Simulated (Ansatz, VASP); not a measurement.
# KMgF3: VASP beside Ansatz

```
K Mg F
1.0
     3.99088    0.00000    0.00000
     0.00000    3.99088    0.00000
     0.00000    0.00000    3.99088
K Mg F
1 1 3
Direct
  0.50000 0.50000 0.50000
  0.00000 0.00000 0.00000
  0.50000 0.00000 0.00000
  0.00000 0.50000 0.00000
  0.00000 0.00000 0.50000
```

Alike in both runs: functional PBEsol; k mesh 6 × 6 × 6; occupations gaussian, width 0.02 eV; no spin polarisation.

Ansatz relaxed the structure, and its values are those at the end. VASP's run is a single point on that final structure, the one shown.

|  | VASP | Ansatz |
| --- | --- | --- |
| version | VASP 6.6.1 | Ansatz 0.2.0 |
| potentials or method | VASP PAW PBE potentials, release 64 (K_sv, Mg, F) | scalar-relativistic, plane waves, PAW |
| plane-wave cutoff (eV) | 520 | 420 |
| valence electrons in the cell | 32 | 40 |

```tsv
	VASP	Ansatz	Ansatz less VASP
gap on the k mesh at the Fermi level (eV)	7.10	7.12	+0.023
least direct gap on the mesh (eV)	7.42	7.44	+0.022
pressure (GPa)	-0.3	0.0	+0.38
```

The two sets of potentials don't hold the same shells in valence.

Caveats: the PAW data sets were made with another functional, which shifts forces and pressure a little (VASP). PBEsol gaps usually lie below the measured ones, often by a third to a half. A k mesh can miss the band edges.
